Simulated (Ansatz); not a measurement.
**In under changes of volume**

One of the cells (26.540 Å³/atom); the others are scaled copies at fixed shape and fractional positions:

```xyz
2
Lattice="3.3355 0.0000 0.0000 -1.6677 2.8886 0.0000 0.0000 0.0000 5.5091" Properties=species:S:1:pos:R:3 pbc="T T T"
In    1.6677    0.9629    4.1319
In    0.0000    1.9257    1.3773
```

This isn't the form of In at room conditions, which is tetragonal.

| Property | Result |
| --- | --- |
| Program | Ansatz 0.2.0 |
| Functional | PBEsol |
| Potentials or basis | Ansatz PAW |
| Cutoff | 420 eV (not typed: the program's choice for these potentials) |
| k mesh | 9 × 9 × 5 |
| Occupations | fermi-dirac, width 0.05 eV |
| Spin | no spin polarisation |

| volume (Å³/atom) | energy over the lowest point (meV/atom) | pressure (GPa) |
| --- | --- | --- |
| 24.948 | ? | ? |
| 25.478 | 0.00 | 0.3 |
| 26.009 | 0.82 | -0.6 |
| 26.540 | 4.43 | -1.4 |
| 27.071 | 10.39 | -2.0 |
| 27.602 | 18.26 | -2.6 |
| 28.133 | 27.69 | -3.0 |

Q: What does the run at 24.948 Å³/atom give?

A: Energy over the lowest point 2.36 meV/atom; pressure 1.3 GPa.

Worked out: A Birch-Murnaghan fit of order 3 (a polynomial in V^(-2/3)) to the other rows has its minimum at 25.60 Å³/atom with B0 = V·E''(V) = 47 GPa (rough, since the energies scatter) at fixed shape and positions, which overstates the stiffness. It gives 2.54 meV/atom at 24.948 Å³/atom, against the run's 2.36, and -dE/dV = 1.3 GPa, against 1.3.

Energies are extrapolated to zero smearing.

Caveats: the PAW data sets come from PBE, with cores solved anew for the run's functional, which leaves a small shift of forces and pressure.
